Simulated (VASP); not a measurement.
A run of VASP 6.6.1 is set up as follows.

The input INCAR:

```
ALGO     = Normal         # electronic algorithm
EDIFF    = 1E-7           # SCF threshold, eV
ENCUT    = 520            # plane-wave cutoff, eV
GGA      = RE             # functional
ISIF     = 2              # what is computed and relaxed
ISMEAR   = -1             # smearing method
IVDW     = 13             # dispersion correction
LASPH    = T              # aspherical terms in the spheres
LCHARG   = T              # write CHGCAR
LELF     = T              # ELF
LREAL    = F              # projectors in reciprocal space
LVHAR    = T            
LWAVE    = F              # write WAVECAR
NBANDS   = 16             # bands
NELM     = 60             # most SCF steps
PREC     = Accurate       # precision mode
SIGMA    = 0.05           # smearing width, eV
```

The input KPOINTS:

```
k-points
0
Gamma
  7 7 7
```

The input POSCAR:

```
CdTe
1.0
    0.0000000000      3.2262257841      3.2262257841
    3.2262257841      0.0000000000      3.2262257841
    3.2262257841      3.2262257841      0.0000000000
Te Cd
1 1
Direct
    0.7500000000      0.7500000000      0.7500000000
    0.0000000000      0.0000000000      0.0000000000
```

Potentials or basis: VASP PAW PBE potentials, release 64 (Te, Cd).

Command:

```bash
$ cat potpaw_PBE.64/Te/POTCAR potpaw_PBE.64/Cd/POTCAR > POTCAR
$ mpirun -np 1 vasp_std > vasp.out
```

**Question.** Predict the dispersion energy per atom.

**Answer.** -0.576 eV.

**Question.** What does it give for the band gap on the k mesh?

**Answer.** 0.92 eV, direct.

**Question.** Estimate the pressure.

**Answer.** 1.3 GPa.

Caveat: the PAW data sets were made with another functional, which shifts forces and pressure a little; spin-orbit coupling is left out, which moves the levels of the heavy elements.

**What was measured.**

A printed reference work, data compilation reports, for a bulk crystal of CdTe at 0 K: band gap 1.607 eV.

Measured gap of CdTe: 1.607 eV (0 K; a printed reference work, data compilation). This calculation gives 0.92 eV (-0.68 eV). Spin-orbit coupling on Cd, Te is left out. The value is that of revPBE+D4, without temperature or zero-point motion. Semilocal functionals fall short of measured gaps as a rule.
